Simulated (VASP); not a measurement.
Ir:

```xyz
1
Lattice="-1.5255 1.5255 1.5255 1.5255 -1.5255 1.5255 1.5255 1.5255 -1.5255" Properties=species:S:1:pos:R:3 pbc="T T T"
Ir    0.0000    0.0000    0.0000
```

This isn't the form of Ir at room conditions, which is fcc.

```yaml
Program: VASP 6.6.1
Task: relaxation of cell and atoms
Functional: r2SCAN
Potentials_or_basis: VASP PAW PBE potentials, release 64 (Ir)
Cutoff: 600 eV
k_mesh: 20 × 20 × 20
Occupations: gaussian, width 0.1 eV
Spin: no spin polarisation
```

At the start: pressure 15.8 GPa; volume 14.20 Å³/atom.

Question: Where does the relaxation end?

Answer: Over 15 steps the energy falls by 28.9 meV/atom and the volume is 14.81 Å³/atom (+4.3 %); space group Im-3m (No. 229, to 0.05 Å).

Step by step:
| step | energy change (eV) | largest force (eV/Å) | pressure (GPa) | volume (Å³) |
| --- | --- | --- | --- | --- |
| 1 | 0.0000 | 0.0000 | 15.80 | 14.20 |
| 2 | 0.2831 | 0.0000 | -34.54 | 17.28 |
| 3 | -0.0287 | 0.0000 | -0.98 | 14.86 |
| 4 | -0.0289 | 0.0000 | -0.07 | 14.82 |
| 5 | -0.0289 | 0.0000 | 0.21 | 14.80 |
| 6 | -0.0289 | 0.0000 | 0.20 | 14.81 |
| 7 | -0.0289 | 0.0000 | 0.17 | 14.81 |
| 8 | -0.0289 | 0.0000 | 0.17 | 14.81 |
| 9 | -0.0289 | 0.0000 | 0.17 | 14.81 |
| 10 | -0.0289 | 0.0000 | 0.16 | 14.81 |
| 11 | -0.0289 | 0.0000 | 0.16 | 14.81 |
| 12 | -0.0289 | 0.0000 | 0.16 | 14.81 |
| 13 | -0.0289 | 0.0000 | 0.13 | 14.81 |
| 14 | -0.0289 | 0.0000 | 0.11 | 14.81 |
| 15 | -0.0289 | 0.0000 | 0.04 | 14.81 |

Final structure:
```
Ir
1.0
    -1.54711    1.54711    1.54711
     1.54711   -1.54711    1.54711
     1.54711    1.54711   -1.54711
Ir
1
Direct
  0.00000 0.00000 0.00000
```

Caveat: the PAW data sets were made with another functional, which shifts forces and pressure a little.
